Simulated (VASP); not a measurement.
A run of VASP 6.6.1:

Contents of INCAR:

```
ALGO = Normal
EDIFF = 1E-7
EDIFFG = -0.002
ENCUT = 520
IBRION = 2
ISIF = 3
ISMEAR = 0
LASPH = T
LCHARG = F
LREAL = F
LWAVE = F
NELM = 80
NSW = 80
PREC = Accurate
SIGMA = 0.1
```

File KPOINTS:

```
k-points
0
Gamma
  18 18 18
```

The input POSCAR:

```
Pt
1.0
    0.0000000000      1.9609000000      1.9609000000
    1.9609000000      0.0000000000      1.9609000000
    1.9609000000      1.9609000000      0.0000000000
Pt
1
Direct
    0.0000000000      0.0000000000      0.0000000000
```

Potentials or basis: VASP PAW LDA potentials, release 64 (Pt).

Command:

```sh
$ cat potpaw_LDA.64/Pt/POTCAR > POTCAR
$ mpirun -np 1 vasp_std > vasp.out
```

Hardware: 1 thread of Intel(R) Xeon(R) Platinum 8375C CPU @ 2.90GHz (Ice Lake), with other jobs on the host.

How long does it take, and how much memory?

Run time: 85 s on 1 thread of Intel(R) Xeon(R) Platinum 8375C CPU @ 2.90GHz (Ice Lake) (shared host), peak memory 0.16 GiB. Counts: scf iterations 31, k points 195, ion steps 4.
